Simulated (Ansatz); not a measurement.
# S: the cost of one run

Method: DFT PBEsol, scalar-relativistic, plane waves, PAW, in Ansatz 0.2.0.

1 further run of the same task is left out (it didn't finish).

**1. The system as given**

The structure is hexagonal, space group P6_3/mmc (No. 194). The conventional cell has a = 3.503 Å, b = 3.503 Å, c = 5.686 Å, α = 90.00°, β = 90.00°, γ = 120.00°. Around S (site symmetry -6m2) lie 12 S at 3.49 to 3.50 Å.

Structure file:

```xyz
2
Lattice="3.5033 0.0000 0.0000 -1.7517 3.0339 0.0000 0.0000 0.0000 5.6860" Properties=species:S:1:pos:R:3 pbc="T T T"
S     0.0000    2.0226    1.4215
S     1.7517    1.0113    4.2645
```

This is candidate A: hcp type (P6_3/mmc, No. 194).

(A quick probe on a coarse mesh, which set the mesh and smearing, is not shown.)

**3. Rough relaxation on the coarse mesh (candidate A)**

The input, input.yaml:

```yaml
crystal:
  lattice:
    - [3.5033036618, 0.0, 0.0]
    - [-1.7516518309, 3.0339499682, 0.0]
    - [0.0, 0.0, 5.6860473763]
  atoms:
    - { symbol: S, position: [0.3333333333, 0.6666666667, 0.25] }
    - { symbol: S, position: [0.6666666667, 0.3333333333, 0.75] }
basis:
  ecutwfc: 420
kpoints:
  mp_grid: { grid: [6, 6, 4] }
hamiltonian:
  xc: pbesol
scf:
  occupations: { method: gaussian, width: 0.1 }
  lower_state_search: "off"
output:
  forces: true
  stress: true
  eigenvalues: true
relax:
  adjacent_minimum: "off"
  f_tol: 0.04
  max_steps: 70
  cell: { stress_tol: 0.4 }
```

**Question.** How long does this run take on 1 thread of an Arm CPU, shared host, and how much memory does it need?

About 9.8 s, with a peak of 0.28 GiB.
